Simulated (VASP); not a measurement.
# ZnO: convergence, self-consistent run

ZnO, P6_3/mmc (no. 194), 4 atoms in the cell. PBE with TS; PAW potentials Zn, O (PBE set). VASP 6.6.1.

Wanted: energy within 2 meV/atom; pressure within 0.1 GPa.

POSCAR:
```
ZnO
1.0
    3.2879671587      0.0000000000      0.0000000000
   -1.6439835793      2.8474630862      0.0000000000
    0.0000000000      0.0000000000      7.1304413500
Zn O
2 2
Direct
    0.0000000000      0.0000000000      0.2500000000
    0.0000000000      0.0000000000      0.7500000000
    0.6666666667      0.3333333333      0.7500000000
    0.3333333333      0.6666666667      0.2500000000
```

## Self-consistent screening

| Self-consistent screening | Energy less reference (meV/atom) | Pressure (GPa) | SCF iterations | Time (s) |
|---|---|---|---|---|
| default | 0.0 | -0.90 | 18 | 75 |
| SCSRAD = 30 | 0.2 | -0.89 | 18 | 46 |
| SCSRAD = 60 | 0.1 | -0.90 | 18 | 45 |
| LSCALER0 = F | 10.9 | -0.43 | 18 | 70 |

Chosen: default; SCSRAD = 60 would be accurate enough too and is faster here.

## The input

INCAR:
```
SYSTEM = ZnO
  PREC = Accurate
  ENCUT = 520
  EDIFF = 1E-7
  ISMEAR = 0
  SIGMA = 0.02
  LREAL = .False.
  LASPH = .True.
  ALGO = Normal
  NELM = 100
  ISIF = 2
  LWAVE = .False.
  LCHARG = .False.
  IVDW = 2
  LVDWSCS = .True.
```

KPOINTS:
```
k-points
0
Gamma
  7 7 3
```

Commands:
```
cat potpaw_PBE.64/Zn/POTCAR potpaw_PBE.64/O/POTCAR > POTCAR
mpirun -np 1 vasp_std > vasp.out
```

The chosen input took VASP 6.6.1 75 s on 1 core (Intel Xeon Platinum 8375C @ 2.90GHz (Ice Lake)), a shared host.
